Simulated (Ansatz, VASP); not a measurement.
This is a calculation of SnTe for VASP 6.6.1. 

File INCAR:

```
SYSTEM = SnTe
  ALGO = Normal
  EDIFF = 1E-7
  ENCUT = 520
  GGA = PS
  ISIF = 2
  ISMEAR = -1
  LASPH = .TRUE.
  LCHARG = .FALSE.
  LREAL = .FALSE.
  LWAVE = .FALSE.
  NBANDS = 17
  NELM = 60
  PREC = Accurate
  SIGMA = 0.05
```

KPOINTS

```
k-points
0
G
  7 7 7
  0 0 0
```

POSCAR

```
SnTe
1.0
    0.0000000000      3.1508500000      3.1508500000
    3.1508500000      0.0000000000      3.1508500000
    3.1508500000      3.1508500000      0.0000000000
Te Sn
1 1
Direct
    0.5000000000      0.5000000000      0.5000000000
    0.0000000000      0.0000000000      0.0000000000
```

Potentials or basis: VASP PAW PBE potentials, release 64 (Te, Sn_d).

Launch:

```sh
$ cat potpaw_PBE.64/Te/POTCAR potpaw_PBE.64/Sn_d/POTCAR > POTCAR
$ mpirun -np 1 vasp_std > vasp.out
```

**Question.** What does the same run look like in Ansatz 0.2.0? Potentials or basis there: Ansatz PAW, cutoff 420 eV.

**Answer.** As run (cutoffs and basis follow the program's own potentials, and thresholds, step limits or extra output files can differ):

Contents of input.yaml:

```yaml
crystal:
  lattice:
    - [0.0, 3.15085, 3.15085]
    - [3.15085, 0.0, 3.15085]
    - [3.15085, 3.15085, 0.0]
  atoms:
    - { symbol: Te, position: [0.5, 0.5, 0.5] }
    - { symbol: Sn, position: [0.0, 0.0, 0.0] }
hamiltonian:
  xc: pbesol
  pseudopotentials: { kind: paw }
kpoints:
  mp_grid: { grid: [7, 7, 7] }
scf:
  occupations: { method: fermi_dirac, width: 0.05 }
output:
  forces: true
  stress: true
  eigenvalues: true
  write_density: true
  write_potential: true
  elf: true
  volumetric_format: npy
```

Potentials or basis: Ansatz PAW.

Run with:

```sh
$ ansatz run input.yaml --threads 1 --pin off --max-ram 3584MiB --backend cpu --events-out ev --progress --plain --runs-dir out
```

Both were run:

|  | VASP | Ansatz |
| --- | --- | --- |
| Pressure | -0.4 GPa | -0.4 GPa |

Ansatz's pressure holds a Pulay term of +0.03 GPa for its cutoff of 420 eV, which the other run lacks.

The potentials hold 20 and 30 valence electrons a cell.

VASP's potentials were made for PBE. Ansatz's potentials were made for PBE.

Where Ansatz's input types no cutoff or centring, it takes its own default and a Γ-centred mesh.

Pressure is positive in compression.
